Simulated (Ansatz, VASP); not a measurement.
# Two plane-wave programs on SnO2

```
Sn O
1.0
    -2.00007    2.00007    5.12368
     2.00007   -2.00007    5.12368
     2.00007    2.00007   -5.12368
Sn O
2 4
Direct
  0.00000 0.00000 0.00000
  0.75000 0.25000 0.50000
  0.54652 0.04652 0.50000
  0.20348 0.20348 0.00000
  0.95348 0.45348 0.50000
  0.79652 0.79652 0.00000
```

Measurements of this composition are mostly on another form, of space group No. 136.

Alike in both runs: task single point; functional PBE; k mesh 9 × 9 × 9; occupations fermi-dirac, width 0.05 eV; no spin polarisation.

|  | VASP | Ansatz |
| --- | --- | --- |
| version | VASP 6.6.1 | Ansatz 0.2.0 |
| potentials or method | VASP PAW PBE potentials, release 64 (Sn_d, O) | Ansatz PAW |
| plane-wave cutoff (eV) | 520 | 420 |
| valence electrons in the cell | 52 | 52 |

|  | VASP | Ansatz | Ansatz less VASP |
| --- | --- | --- | --- |
| gap on the k mesh at the Fermi level (eV) | 1.64 | 1.65 | +0.011 |
| least direct gap on the mesh (eV) | 2.02 | 2.03 | +0.011 |
| pressure (GPa) | 6.5 | 5.9 | -0.60 |
| largest component of the traceless stress (GPa) | 0.17 | 0.32 | +0.149 |
| rms of the force components (eV/Å) | 0.031 | 0.019 | -0.0120 |

Atom by atom the forces differ by 0.012 eV/Å (rms over components).

Caveats: spin-orbit coupling is left out, which moves the levels of the heavy elements; an odd mesh through Γ misses points on the zone boundary, where band edges often lie (VASP); odd divisions of the mesh miss points on the zone boundary, where band edges often lie, so the gap on the mesh can be too wide (Ansatz); the pressure holds a Pulay correction of +0.8 GPa for the finite cutoff (Ansatz). PBE gaps usually lie below the measured ones, often by a third to a half.
